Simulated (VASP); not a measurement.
# PbSe (F-43m) in VASP: notebook

One crystal, PbSe, is run at these levels: LDA; tasks: single point.

Everything below comes from runs of VASP 6.6.1. Logs are shortened: lines on timing, memory, paths and dates and some standing lists are left out, and cuts for length are marked.

### Step 1. The structure

Symmetry: F-43m, No. 216, cubic system. The conventional cell has a = 6.443 Å, b = 6.443 Å, c = 6.443 Å, α = 90.00°, β = 90.00°, γ = 90.00°. Pb (site symmetry -43m) is surrounded by 4 Se at 2.79 Å. Around Se (site symmetry -43m) lie 4 Pb at 2.79 Å.

Measurements of this composition are mostly on another form, of space group No. 225.

### Step 2. Single point, LDA

Input file INCAR:

```
SYSTEM = PbSe
PREC = Accurate ; ENCUT = 520
EDIFF = 1E-6 ; ISMEAR = 0
SIGMA = 0.02 ; LREAL = .False.
LASPH = .True. ; NELM = 100
ALGO = Normal ; ISIF = 2
LWAVE = .False. ; LCHARG = .True.
GGA = CA ; LELF = .True.
LVHAR = .True. ; NBANDS = 17
```

Input file KPOINTS:

```
regular mesh
0
Gamma
  10 10 10
  0 0 0
```

Input file POSCAR:

```
PbSe
1.0
    0.0000000000      3.2217000000      3.2217000000
    3.2217000000      0.0000000000      3.2217000000
    3.2217000000      3.2217000000      0.0000000000
Pb Se
1 1
Direct
    0.0000000000      0.0000000000      0.0000000000
    0.2500000000      0.2500000000      0.2500000000
```

Potentials or basis: VASP PAW LDA potentials, release 64 (Pb_d, Se).

Launch:

```bash
cat potpaw_LDA.64/Pb_d/POTCAR potpaw_LDA.64/Se/POTCAR > POTCAR
mpirun -np 1 vasp_std > vasp.out
```

OUTCAR:

```text
SYSTEM = PbSe
   PREC = Accurate
   ENCUT = 520
   EDIFF = 1E-6
   ISMEAR = 0
   LREAL = .False.
   LASPH = .True.
   NELM = 100
   ISIF = 2
   GGA = CA

 ion  position               nearest neighbor table
   1  0.000  0.000  0.000-   2 2.79   2 2.79   2 2.79   2 2.79
   2  0.250  0.250  0.250-   1 2.79   1 2.79   1 2.79   1 2.79

  LATTYP: Found a face centered cubic cell.
 ALAT       =     6.4434000000

  Lattice vectors:

 A1 = (   0.0000000000,   3.2217000000,   3.2217000000)
 A2 = (   3.2217000000,   0.0000000000,   3.2217000000)
 A3 = (   3.2217000000,   3.2217000000,   0.0000000000)

Analysis of symmetry for initial positions (statically):
=====================================================================
 Subroutine PRICEL returns:
 Original cell was already a primitive cell.

 Routine SETGRP: Setting up the symmetry group for a
 face centered cubic supercell.

 Subroutine GETGRP returns: Found 24 space group operations
 (whereof 24 operations were pure point group operations)
 out of a pool of 48 trial point group operations.

The static configuration has the point symmetry T_d .

Analysis of symmetry for dynamics (positions and initial velocities):
=====================================================================
 Subroutine PRICEL returns:
 Original cell was already a primitive cell.

 Routine SETGRP: Setting up the symmetry group for a
 face centered cubic supercell.

 Subroutine GETGRP returns: Found 24 space group operations
 (whereof 24 operations were pure point group operations)
 out of a pool of 48 trial point group operations.

The dynamic configuration has the point symmetry T_d .

 Subroutine INISYM returns: Found 24 space group operations
 (whereof 24 operations are pure point group operations),
 and found     1 'primitive' translations

----------------------------------------------------------------------------------------

                                     Primitive cell

  volume of cell :      66.8783

  direct lattice vectors                    reciprocal lattice vectors
     0.000000000  3.221700000  3.221700000    -0.155197567  0.155197567  0.155197567
     3.221700000  0.000000000  3.221700000     0.155197567 -0.155197567  0.155197567
     3.221700000  3.221700000  0.000000000     0.155197567  0.155197567 -0.155197567

  length of vectors
     4.556171834  4.556171834  4.556171834     0.268810070  0.268810070  0.268810070

[... 79 lines left out ...]
   NELM   =    100;   NELMIN=  2; NELMDL= -5     # of ELM steps
   EDIFF  = 0.1E-05   stopping-criterion for ELM
   LREAL  =      F    real-space projection
   EDIFFG = 0.1E-04   stopping-criterion for IOM
   NSW    =      0    number of steps for IOM
   IBRION =     -1    ionic relax: 0-MD 1-quasi-New 2-CG
   NFREE  =      0    steps in history (QN), initial steepest desc. (CG)
   ISIF   =      2    stress and relaxation
   ISYM   =      2    0-nonsym 1-usesym 2-fastsym
   POTIM  = 0.5000    time-step for ionic-motion
   TEBEG  =    0.0;   TEEND  =   0.0 temperature during run
   PSTRESS=    0.0 pullay stress
   NELECT =      20.0000    total number of electrons
   NUPDOWN=      -1.0000    fix difference up-down
   EMIN   =  10.00;   EMAX   =-10.00  energy-range for DOS
   EFERMI =   0.00;   METHOD = LEGACY
   ISMEAR =     0;   SIGMA  =   0.02  broadening in eV -4-tet -1-fermi 0-gaus
   EFERMI_NEDOS =   21; number of points for ismear=-14 and -15
   IALGO  =     38    algorithm
   IMIX   =      4    mixing-type and parameters
     AMIX     =   0.40;   BMIX     =  1.00
     AMIX_MAG =   1.60;   BMIX_MAG =  1.00
  volume/ion in A,a.u.               =      33.44       225.66
  Fermi-wavevector in a.u.,A,eV,Ry     =   1.094770  2.068816 16.306886  1.198522
  Thomas-Fermi vector in A             =   2.231081
   LORBIT       =      0    0 simple, 1 ext, 2 COOP (PROOUT), +10 PAW based schemes
   GGA     = CA    functional components
   LHFCALC =     F    Hartree Fock is set to
   AEXX    =    0.0000 exact exchange contribution
   IVDW    =     0    specifies the selected vdW correction
   LEPSILON=     F    determine dielectric tensor
   LRPA    =     F    only Hartree local field effects (RPA)
 non-spin polarized calculation
 Gauss-broadening in eV      SIGMA  =   0.02
  energy-cutoff  :      520.00
  volume of cell :       66.88
 maximum number of plane-waves:      1829
 NGX is ok and might be reduce to    36
   NGX = 17   NGY = 17   NGZ = 17

 number of electron      20.0000003 magnetization

 Free energy of the ion-electron system (eV)
  ---------------------------------------------------
  ext. energy  EPLUGINS =         0.00000000
  ---------------------------------------------------
  free energy    TOTEN  =        -8.69868475 eV

  energy without entropy =       -8.69857349  energy(sigma->0) =       -8.69862912

 E-fermi :   3.9276     XC(G=0):  -8.9077

 val. band max:        3.9177778365   @ k =  -0.3000   0.5000   0.2000
 cond. band min:       3.9936561091   @ k =   0.4000   0.4000   0.0000
 fundamental gap:      0.0758782726
 Fermi energy:         3.9275857484

 k-point     1 :       0.0000    0.0000    0.0000
  band No.  band energies     occupation
      1     -13.1004      2.00000
      2     -13.1004      2.00000
      3     -13.1004      2.00000
      4     -13.0214      2.00000
      5     -13.0214      2.00000
      6     -10.1569      2.00000
[... 457 lines left out ...]
      4     -13.0331      2.00000
      5     -13.0113      2.00000
      6      -9.1688      2.00000
[... 9 lines left out ...]
     16      13.0909      0.00000
     17      14.5461      0.00000

 [... further k-points ...]

------------------------ aborting loop because EDIFF is reached ----------------------------------------

  FORCE on cell =-STRESS in cart. coord.  units (eV):
  Direction    XX          YY          ZZ          XY          YZ          ZX
  --------------------------------------------------------------------------------------
  -------------------------------------------------------------------------------------
  Total        2.4639013      2.4639013      2.4639013      0.0000000      0.0000000      0.0000000
  in kB       59.0267140     59.0267140     59.0267140      0.0000000      0.0000000      0.0000000
  external PRESSURE =      59.0267140 kB  Pullay stress =       0.0000000 kB

 VOLUME and BASIS-vectors are now :
 -----------------------------------------------------------------------------
  energy-cutoff  :      520.00
  volume of cell :       66.88
      direct lattice vectors                 reciprocal lattice vectors
     0.000000000  3.221700000  3.221700000    -0.155197567  0.155197567  0.155197567
     3.221700000  0.000000000  3.221700000     0.155197567 -0.155197567  0.155197567
     3.221700000  3.221700000  0.000000000     0.155197567  0.155197567 -0.155197567

 POSITION                                       TOTAL-FORCE (eV/Angst)
 -----------------------------------------------------------------------------------
      0.00000      0.00000      0.00000        -0.000000      0.000000     -0.000000
      1.61085      1.61085      1.61085         0.000000     -0.000000      0.000000
 -----------------------------------------------------------------------------------
    total drift:                                0.000000      0.000000      0.000000

  FREE ENERGIE OF THE ION-ELECTRON SYSTEM (eV)
  ---------------------------------------------------
  free  energy   TOTEN  =        -8.6986847533 eV

  energy  without entropy=       -8.6985734911  energy(sigma->0) =       -8.69862912
```

OSZICAR:

```text
N       E                     dE             d eps       ncg     rms          rms(c)
DAV:   1     0.160799239301E+03    0.16080E+03   -0.92574E+03  1598   0.113E+03
DAV:   2     0.416321216750E+01   -0.15664E+03   -0.15120E+03  1683   0.302E+02
DAV:   3    -0.869974640460E+01   -0.12863E+02   -0.12689E+02  2092   0.932E+01
DAV:   4    -0.903764851382E+01   -0.33790E+00   -0.33766E+00  1912   0.174E+01
DAV:   5    -0.905018113596E+01   -0.12533E-01   -0.12532E-01  2279   0.326E+00    0.378E+00
DAV:   6    -0.871871890116E+01    0.33146E+00   -0.78895E-01  2420   0.632E+00    0.236E+00
DAV:   7    -0.870176374970E+01    0.16955E-01   -0.13781E-01  1934   0.170E+00    0.106E+00
DAV:   8    -0.869917559748E+01    0.25882E-02   -0.13981E-02  2306   0.120E+00    0.150E-01
DAV:   9    -0.869867756516E+01    0.49803E-03   -0.40387E-03  2288   0.521E-01    0.854E-02
DAV:  10    -0.869867501267E+01    0.25525E-05   -0.33363E-04  1679   0.118E-01    0.184E-02
DAV:  11    -0.869868492216E+01   -0.99095E-05   -0.29262E-05  1924   0.376E-02    0.200E-02
DAV:  12    -0.869868475330E+01    0.16886E-06   -0.44772E-06  1955   0.300E-02
   1 F= -.86986848E+01 E0= -.86986291E+01  d E =-.111262E-03
```

stdout:

```text
POSCAR found type information on POSCAR PbSe
 POSCAR found :  2 types and       2 ions
 scaLAPACK will be used
 LDA part: xc-table for (Slater(with rela. corr.)+CA(PZ))
 , standard interpolation
 POSCAR, INCAR and KPOINTS ok, starting setup
 FFT: planning ... GRIDC
 FFT: planning ... GRID_SOFT
 FFT: planning ... GRID
 WAVECAR not read
 entering main loop
```

Run time: 40 s. Hardware: 1 thread of Intel Xeon Platinum 8488C (Sapphire Rapids), shared host; peak memory 0.2 GiB.

Results:

| Item | Value |
| --- | --- |
| Free energy | -8.6987 eV |
| Pressure | 5.9 GPa |
| Band gap on the k mesh | none (metal or under the smearing width) |

Levels at points of the mesh, in eV from the Fermi level:
```
           k point  band 8  band 9  band 10  band 11  band 12  band 13
(0.00, 0.00, 0.00)   -2.21   -2.21    -2.21     1.83     1.83     1.83
(0.50, 0.00, 0.00)   -2.91   -2.91    -2.52     2.70     2.70     3.93
(0.50, 0.50, 0.00)   -3.83   -3.83    -0.76    -0.03     5.44     5.44
```

### Step 3. Single point, LDA

This run uses another cell than the first one, of 38.93 Å³/atom, 1.164 times its volume.

Input file INCAR:

```
  PREC = Accurate
  ENCUT = 520
  EDIFF = 1E-6
  ISMEAR = 0
  SIGMA = 0.05
  LREAL = False
  LASPH = True
  NELM = 60
  ALGO = Fast
  ISIF = 2
  LWAVE = False
  LCHARG = True
  LELF = True
  LVHAR = True
  NBANDS = 17
```

Input file KPOINTS:

```
regular mesh
0
Gamma
  4 4 4
```

Input file POSCAR:

```
PbSe
1.0
    0.0000000000      3.3892701505      3.3892701505
    3.3892701505      0.0000000000      3.3892701505
    3.3892701505      3.3892701505      0.0000000000
Pb Se
1 1
Direct
    0.0000000000      0.0000000000      0.0000000000
    0.2500000000      0.2500000000      0.2500000000
```

Potentials or basis: VASP PAW LDA potentials, release 64 (Pb_d, Se).

Launch:

```bash
cat potpaw_LDA.64/Pb_d/POTCAR potpaw_LDA.64/Se/POTCAR > POTCAR
mpirun -np 1 vasp_std > vasp.out
```

Wall time 11 s (1 thread of Intel Xeon Platinum 8488C (Sapphire Rapids), shared host); peak memory 0.17 GiB.

The run converged. Its results:

```
Free energy            : -8.8492 eV
Pressure               : -1.1 GPa
Band gap on the k mesh : 0.38 eV, indirect (least direct gap 0.97 eV)
```

Levels at points of the mesh, in eV from the valence-band top:
```tsv
k point	band 8	band 9	band 10	band 11	band 12	band 13
(0.00, 0.00, 0.00)	-1.73	-1.73	-1.73	1.99	1.99	1.99
(0.50, 0.00, 0.00)	-2.30	-2.30	-2.17	2.76	2.76	3.58
(0.50, 0.50, 0.00)	-3.03	-3.03	-0.59	0.38	4.85	4.85
```

Caveat: spin-orbit coupling is left out, which as a rule narrows the gap of such compounds by several tenths of an eV. A k mesh can miss the band edges.
